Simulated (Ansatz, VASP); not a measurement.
TePt3: VASP beside Ansatz

Contents of INCAR:

```
SYSTEM = TePt3
ALGO = Normal ; EDIFF = 1E-6
EDIFFG = -0.04 ; ENCUT = 600
GGA = PE ; IBRION = 2
ISIF = 3 ; ISMEAR = 0
LASPH = .TRUE. ; LCHARG = .FALSE.
LREAL = .FALSE. ; LWAVE = .FALSE.
NELM = 60 ; NSW = 90
PREC = Accurate ; SIGMA = 0.1
```

The input KPOINTS:

```
k-points
0
G
  4 4 4
  0 0 0
```

Contents of POSCAR:

```
TePt3
1.0
    4.0858238600      0.0000000000      0.0000000000
    0.0000000000      4.0858238600      0.0000000000
    0.0000000000      0.0000000000      4.1076889700
Te Pt
1 3
Direct
    0.0000000000      0.0000000000      0.0000000000
    0.0000000000      0.5000000000      0.5000000000
    0.5000000000      0.0000000000      0.5000000000
    0.5000000000      0.5000000000      0.0000000000
```

Input for Ansatz:

```yaml
crystal:
  lattice:
    - [4.08582386, 0.0, 0.0]
    - [0.0, 4.08582386, 0.0]
    - [0.0, 0.0, 4.10768897]
  atoms:
    - { symbol: Te, position: [0.0, 0.0, 0.0] }
    - { symbol: Pt, position: [0.0, 0.5, 0.5] }
    - { symbol: Pt, position: [0.5, 0.0, 0.5] }
    - { symbol: Pt, position: [0.5, 0.5, 0.0] }
basis:
  ecutwfc: 420
kpoints:
  mp_grid: { grid: [4, 4, 4] }
hamiltonian:
  xc: pbe
scf:
  occupations: { method: gaussian, width: 0.1 }
  lower_state_search: "off"
output:
  forces: true
  stress: true
  eigenvalues: true
relax:
  adjacent_minimum: "off"
  f_tol: 0.04
  max_steps: 70
  cell: { stress_tol: 0.4 }
```

Change from the starting cell: species swapped into the CdAu3 type (P4/mmm, No. 123).

Alike in both runs: task relaxation of cell and atoms; functional PBE; k mesh 4 × 4 × 4; occupations gaussian, width 0.1 eV; no spin polarisation.

```csv
,VASP,Ansatz
version,VASP 6.6.1,Ansatz 0.2.0
potentials or method,"VASP PAW PBE potentials, release 64 (Te, Pt)","scalar-relativistic, plane waves, PAW"
plane-wave cutoff (eV),600,420
valence electrons in the cell,36,70
```

|  | VASP | Ansatz | Ansatz less VASP |
| --- | --- | --- | --- |
| gap on the k mesh at the Fermi level, each at its own relaxed structure (eV) | none | none | - |
| relaxed volume (Å³/atom) | 17.63 | 17.66 | +0.032 |
| relaxed cell length with the largest relative difference (Å) | 4.147 | 4.154 | +0.0075 |
| energy change over the relaxation (meV/atom) | -7 | -8 | -1.0 |

A gap of «none» marks a metal or a gap that the smearing closes. The two sets of potentials don't hold the same shells in valence.

Caveats: the k mesh is coarse (spacing up to 0.38 Å⁻¹), so the values aren't converged. Spin-orbit coupling is left out, which matters for the levels of Pt, Te.
